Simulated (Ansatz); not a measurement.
# A short bond in C (diamond type)

```xyz
2
Lattice="0.0000 2.0104 2.0104 2.0104 0.0000 2.0104 2.0104 2.0104 0.0000" Properties=species:S:1:pos:R:3 pbc="T T T"
C    -0.5026   -0.5026   -0.5026
C     0.5026    0.5026    0.5026
```

The cell is a prototype at a set volume, not relaxed; it needn't be the stable phase.

Its shortest bond, of 1.741 Å between atom 1 (C) and the nearest image of atom 2 (C), is scaled by moving both atoms along it, with the cell held. The force apart is half the difference of the two atoms' forces along the bond; it holds the pull and push of their other neighbours too.

Level of theory: DFT with PBE, scalar-relativistic, in Ansatz 0.2.0; a Γ-centred 13×13×13 k mesh, Fermi–Dirac smearing of 0.05 eV, no spin polarisation. LAPW: all electrons, basis error target 1 meV/atom; PAW: frozen-core files, cutoff 420 eV; crystal datasets: all electrons, by PAW datasets that the program makes for each cell; PAW (partial waves polarizable): frozen-core files, cutoff 420 eV.

Energies are extrapolated to zero smearing and count from the unscaled cell; pressure is positive in compression; gaps take the mesh and a band path. No temperature or zero-point motion is included.

```csv
bond (Å),force apart (eV/Å),P LAPW (GPa),ΔE LAPW (eV/atom),P PAW − LAPW (GPa),ΔE PAW − LAPW (meV/atom),force PAW − LAPW (eV/Å)
1.741,0.00,-77.3,0.000,0.02,0.0,0.000
1.637,2.09,-75.8,0.053,0.01,0.0,-0.002
1.428,6.93,-57.7,0.523,0.02,-0.5,-0.003
1.323,9.08,-36.3,?,0.04,-0.5,0.003
1.010,?,116.0,4.133,-1.09,-11.6,-0.374
```

**Question.** Fill in "force apart (eV/Å)" for the row "1.010".

**Answer.** 43.70.

**Question.** What belongs in the row "1.323", column "ΔE LAPW (eV/atom)"?

**Answer.** 0.940.

**Question.** At the last bond length, how far do crystal datasets and PAW (partial waves polarizable) lie from LAPW in pressure and in the largest force component?

**Answer.** crystal datasets: 0.00 GPa, 0.001 eV/Å; PAW (partial waves polarizable): -1.10 GPa, 0.218 eV/Å, on a LAPW pressure of 116.0 GPa.

**Question.** How do the Löwdin populations by LAPW change from the unscaled cell to the last row, on the two atoms of the bond?

**Answer.** C1 2s 1.12 → 0.96, C1 2p 2.87 → 3.01, C2 2s 1.12 → 0.96, C2 2p 2.87 → 3.01 electrons an atom. These are projections on the shells that the free atoms fill; 0.03 e a cell lies outside them at the start and 0.10 e at the end.
